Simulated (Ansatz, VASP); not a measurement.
# SnSe: VASP beside Ansatz

INCAR

```
PREC = Accurate
ENCUT = 520
EDIFF = 1E-6
ISMEAR = -1
SIGMA = 0.05
LREAL = F
LASPH = T
NELM = 80
ALGO = Normal
ISIF = 2
LWAVE = F
LCHARG = F
NBANDS = 17
```

KPOINTS

```
regular mesh
0
Gamma
  8 8 8
```

Contents of POSCAR:

```
SnSe
1.0
    0.0000000000      3.0100000000      3.0100000000
    3.0100000000      0.0000000000      3.0100000000
    3.0100000000      3.0100000000      0.0000000000
Sn Se
1 1
Direct
    0.0000000000      0.0000000000      0.0000000000
    0.5000000000      0.5000000000      0.5000000000
```

The input input.yaml:

```yaml
crystal:
  lattice:
    - [0.0, 3.01, 3.01]
    - [3.01, 0.0, 3.01]
    - [3.01, 3.01, 0.0]
  atoms:
    - { symbol: Sn, position: [0.0, 0.0, 0.0] }
    - { symbol: Se, position: [0.5, 0.5, 0.5] }
kpoints:
  mp_grid: { grid: [8, 8, 8] }
  band_path:
    path:
      - [0.0, 0.0, 0.0]
      - [0.5, 0.0, 0.5]
      - [0.5, 0.25, 0.75]
      - [0.375, 0.375, 0.75]
      - [0.0, 0.0, 0.0]
      - [0.5, 0.5, 0.5]
      - [0.625, 0.25, 0.625]
      - [0.5, 0.25, 0.75]
    npoints: 10
scf:
  occupations: { method: fermi_dirac, width: 0.05 }
hamiltonian:
  xc: lda
  pseudopotentials: { kind: all_electron, lapw: { basis_error: 0.001 } }
output:
  forces: true
  stress: true
  eigenvalues: true
```

Measurements of this composition are mostly on another form, of space group No. 62.

Alike in both runs: functional LDA; k mesh 8 × 8 × 8; occupations fermi-dirac, width 0.05 eV; no spin polarisation.

|  | VASP | Ansatz |
| --- | --- | --- |
| version | VASP 6.6.1 | Ansatz 0.2.0 |
| potentials or method | VASP PAW LDA potentials, release 64 (Sn_d, Se) | all-electron LAPW, scalar-relativistic |
| plane-wave cutoff (eV) | 520 | see its input |
| task | single point | band structure |

|  | VASP | Ansatz | Ansatz less VASP |
| --- | --- | --- | --- |
| gap on the k mesh at the Fermi level (eV) | 0.63 | 0.61 | -0.017 |
| least direct gap on the mesh (eV) | 0.63 | 0.61 | -0.017 |
| pressure (GPa) | -3.3 | -3.4 | -0.08 |

Ansatz ran all-electron here, so the differences hold the error of VASP's frozen core and of both bases.

Caveats: spin-orbit coupling is left out, which moves the levels of the heavy elements. A k mesh can miss the band edges.
